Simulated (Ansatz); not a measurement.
# SiC: the cost of one run

Program: Ansatz 0.2.0. Level of theory: DFT PBEsol, scalar-relativistic, plane waves, PAW. These are calculated values, not measurements.

The COD entry's cell or inner coordinates are ideal or old and differ from later refinements, so a difference from it is no clean test against experiment.

3 further runs of the same task are left out: 3 set aside as unsound or not needed.

### 1 Starting point

It takes space group F-43m (No. 216, cubic). The conventional cell has a = 4.357 Å, b = 4.357 Å, c = 4.357 Å, α = 90.00°, β = 90.00°, γ = 90.00°. Around Si (site symmetry -43m) lie 4 C at 1.89 Å. Around C (site symmetry -43m) lie 4 Si at 1.89 Å.

As a file:

```
Si C
1.0
     0.00000    2.17841    2.17841
     2.17841    0.00000    2.17841
     2.17841    2.17841    0.00000
Si C
1 1
Cartesian
  0.0000 0.0000 0.0000
  3.2676 3.2676 3.2676
```

It is the result of an earlier relaxation at this level (volume 10.34 Å³/atom; gap on the mesh: 1.24 eV).

### 2 Phonons at Γ, at rest

File input.yaml:

```yaml
crystal:
  lattice:
    - [0.0, 2.1784070452, 2.1784070452]
    - [2.1784070452, 0.0, 2.1784070452]
    - [2.1784070452, 2.1784070452, 0.0]
  atoms:
    - { symbol: Si, position: [0.0, 0.0, 0.0] }
    - { symbol: C, position: [0.75, 0.75, 0.75] }
basis:
  ecutwfc: 420
kpoints:
  mp_grid: { grid: [12, 12, 12] }
hamiltonian:
  xc: pbesol
scf:
  occupations: { method: fixed }
output:
  eigenvalues: true
phonons:
  method: dfpt
  dielectric: true
  rigid_motions: translations
  eigenvectors: true
```

Launch:

```console
> ansatz run input.yaml --threads 1 --pin off --max-ram 3072MiB --backend cpu --events-out ev --progress --plain --runs-dir out
```

**Question.** How long does this run take on 1 thread of AMD EPYC 7R43 (Zen 3), shared host, and how much memory does it need?

About 27 s, with a peak of 0.58 GiB.
